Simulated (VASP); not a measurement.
VASP inputs for PbS (strained rocksalt)

INCAR

```
EDIFF = 1E-7
LELF = .TRUE.
ISIF = 2
SIGMA = 0.02
LREAL = .FALSE.
LWAVE = .FALSE.
IBRION = -1
PREC = Accurate
ISMEAR = -1
NSW = 0
LCHARG = .TRUE.
NBANDS = 17
NELM = 120
ENCUT = 520
LASPH = .TRUE.
GGA = PE
```

KPOINTS

```
KPOINTS created by Atomic Simulation Environment
0
Gamma
8 8 8
0 0 0
```

KPOINTS_OPT

```
special points
7
Reciprocal
0.0000000000 0.0000000000 0.0000000000 1
0.5000000000 0.0000000000 0.5000000000 1
0.6250000000 0.2500000000 0.6250000000 1
0.3750000000 0.3750000000 0.7500000000 1
0.5000000000 0.5000000000 0.5000000000 1
0.5000000000 0.2500000000 0.7500000000 1
0.0000000000 0.0000000000 0.5000000000 1
```

POSCAR

```
Pb S
 1.0000000000000000
     0.0399758582000000    2.9973362076000001    2.9973362076000001
     2.9973362076000001    0.0399758582000000    2.9973362076000001
     2.9973362076000001    2.9973362076000001    0.0399758582000000
 Pb  S
   1   1
Cartesian
  0.0000000000000000  0.0000000000000000  0.0000000000000000
  3.0173241366999992  3.0173241366999997  3.0173241366999997
```

VASP ran with the recommended PBE PAW datasets (20 valence electrons in the cell).

Task: Estimate the main results of this run.

Result: gap between bands v and c 0.29 eV; least direct gap 0.39 eV; pressure 1.4 GPa.

Band v is the last that the valence electrons fill when counted band by band, and c is the next. Levels in eV from the top of v:

```csv
point,v−1,v,c,c+1
Γ,-2.13,-2.13,5.11,5.11
X,-3.49,-3.37,3.85,5.40
K,-2.88,-2.50,3.30,4.07
L,-1.75,0.00,0.43,2.04
W,-4.39,-1.07,2.13,4.55
```
